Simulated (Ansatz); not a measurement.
ZnO (zincite): single point with PBE

**The experiment to reproduce.**

“Electronic structure of alkaline earth and post-transition metal oxides”, 2009, arxiv:0908.1581 quotes, for a bulk crystal of ZnO: band gap 3.37 eV.

The system is ZnO (zincite).

```xyz
4
Lattice="3.2493 0.0000 0.0000 -1.6247 2.8140 0.0000 0.0000 0.0000 5.2057" Properties=species:S:1:pos:R:3 pbc="T T T"
Zn    1.6247    0.9380    0.0000
Zn    0.0000    1.8760    2.6029
O     0.0000    1.8760    4.5759
O     1.6247    0.9380    1.9730
```

```yaml
Program: Ansatz 0.2.0
Task: single point
Functional: PBE
Potentials_or_basis: Ansatz PAW
Cutoff: "420 eV (not typed: the program's choice for these potentials)"
k_mesh: 9 × 9 × 5
Occupations: gaussian, width 0.023 eV
Spin: no spin polarisation
```

```
Pressure               : 4.9 GPa
Largest force          : 0.070 eV/Å
Band gap on the k mesh : 0.80 eV, direct
```

Forces on the atoms (eV/Å):
```
Zn   0.000  0.000 -0.070
Zn   0.000  0.000 -0.070
O    0.000  0.000  0.070
O    0.000  0.000  0.070
```

Stress tensor (GPa, compression positive):
```
4.35 0.00 0.00
0.00 4.35 0.00
0.00 0.00 6.05
```

Levels at points of the mesh, in eV from the valence-band top:
| k point | band 15 | band 16 | band 17 | band 18 | band 19 | band 20 | band 21 | band 22 |
| --- | --- | --- | --- | --- | --- | --- | --- | --- |
| (0.00, 0.00, 0.00) | -0.81 | -0.07 | 0.00 | 0.00 | 0.80 | 5.23 | 8.27 | 12.88 |

Run time: 5 s on 2 threads of Intel(R) Xeon(R) Processor @ 2.50GHz (Skylake/Cascade Lake), on a shared host, peak memory 0.37 GiB.

Measured gap of ZnO: 3.37 eV (quoted in “Electronic structure of alkaline earth and post-transition metal oxides”, 2009, arxiv:0908.1581). This calculation gives 0.80 eV (-2.57 eV). So large a miss can be the level of theory's own, or it may mean another phase, state or a wrong row. The value is that of PBE, without temperature or zero-point motion. Semilocal functionals fall short of measured gaps as a rule.

Caveat: odd divisions of the mesh miss points on the zone boundary, where band edges often lie, so the gap on the mesh can be too wide; the pressure holds a Pulay correction of +0.7 GPa for the finite cutoff.
